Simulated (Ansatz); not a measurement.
**TiCo3: properties at the relaxed cell**

One table from this session's results is given with a row withheld; the runs are named, their logs left out.

Method: DFT PBEsol, scalar-relativistic, plane waves, PAW, in Ansatz 0.2.0.

2 further runs of the same task are left out: 2 set aside as unsound or not needed.

### The starting structure

Symmetry: Pm-3m, No. 221, cubic system. Conventional cell: a = 3.528 Å, b = 3.528 Å, c = 3.528 Å, α = 90.00°, β = 90.00°, γ = 90.00°. Ti (site symmetry m-3m) is surrounded by 12 Co at 2.49 Å. Co (site symmetry 4/mmm) is surrounded by 4 Ti at 2.49 Å and 8 Co at 2.49 Å.

Structure file:

```xyz
4
Lattice="3.5282 0.0000 0.0000 0.0000 3.5282 0.0000 0.0000 0.0000 3.5282" Properties=species:S:1:pos:R:3 pbc="T T T"
Ti    0.0000    0.0000    0.0000
Co    0.0000    1.7641    1.7641
Co    1.7641    0.0000    1.7641
Co    1.7641    1.7641    0.0000
```

This cell was relaxed beforehand with the same method: volume 10.98 Å³/atom, gap on the mesh none (metal), site moments up to 0.3 μB.

The first run:

input.yaml

```yaml
crystal:
  lattice:
    - [3.4926053784, 0.0, 0.0]
    - [0.0, 3.4926053784, 0.0]
    - [0.0, 0.0, 3.4926053784]
  atoms:
    - { symbol: Ti, position: [0.0, 0.0, 0.0] }
    - { symbol: Co, position: [0.0, 0.5, 0.5], spin: 0.3 }
    - { symbol: Co, position: [0.5, 0.0, 0.5], spin: 0.3 }
    - { symbol: Co, position: [0.5, 0.5, 0.0], spin: 0.3 }
basis:
  ecutwfc: 420
kpoints:
  mp_grid: { grid: [12, 12, 12] }
hamiltonian:
  xc: pbesol
scf:
  occupations: { method: gaussian, width: 0.1 }
output:
  forces: true
  stress: true
  eigenvalues: true
  populations: true
magnetization:
  spin_polarized: true
```

On the command line:

```bash
> ansatz run input.yaml --threads 1 --pin off --max-ram 2560MiB --backend cpu --events-out ev --progress --plain --runs-dir out
```

Steps of the session up to this table: Point at V/V0 = 0.97; The cell scaled to 1.03 of its volume; The cell scaled to 0.94 of its volume; Point at V/V0 = 1.06; The cell scaled to 0.91 of its volume; Volume × 1.10; The cell scaled to 0.88 of its volume.

One of the session's tables, all rows but one given; the rest of the session is left out.

It belongs to the step «Equation of state». 

| volume (Å³/atom) | energy above the lowest point (meV/atom) | pressure (GPa) | largest moment (μB) |
| --- | --- | --- | --- |
| 9.663 | 146.6 | 40.23 | 0.00 |
| 9.992 | 77.5 | 27.50 | 0.00 |
| 10.322 | 32.5 | 16.73 | 0.09 |
| 10.651 | ? | ? | ? |
| 10.980 | 0.0 | 0.01 | 0.27 |
| 11.310 | 6.9 | -6.41 | 0.36 |
| 11.639 | 16.5 | -7.83 | 1.08 |
| 12.078 | 46.8 | -14.10 | 1.12 |

Estimate the missing values for volume (Å³/atom) = 10.651.

Worked estimate for «energy above the lowest point (meV/atom)». A straight line through the neighbours (10.322, 32.5) and (10.980, 0.0) gives 32.5 + (0.0 − 32.5) × (10.651 − 10.322) / (10.980 − 10.322) = 16.2; a parabola fitted to 4 rows on both sides gives 7.6.

As computed: energy above the lowest point (meV/atom): 7.7; pressure (GPa): 7.68; largest moment (μB): 0.19. In «energy above the lowest point (meV/atom)» the line misses by +8.5 and the parabola by -0.1.

Caveats from the session: Warnings in the runs' records: seeded moment not kept.
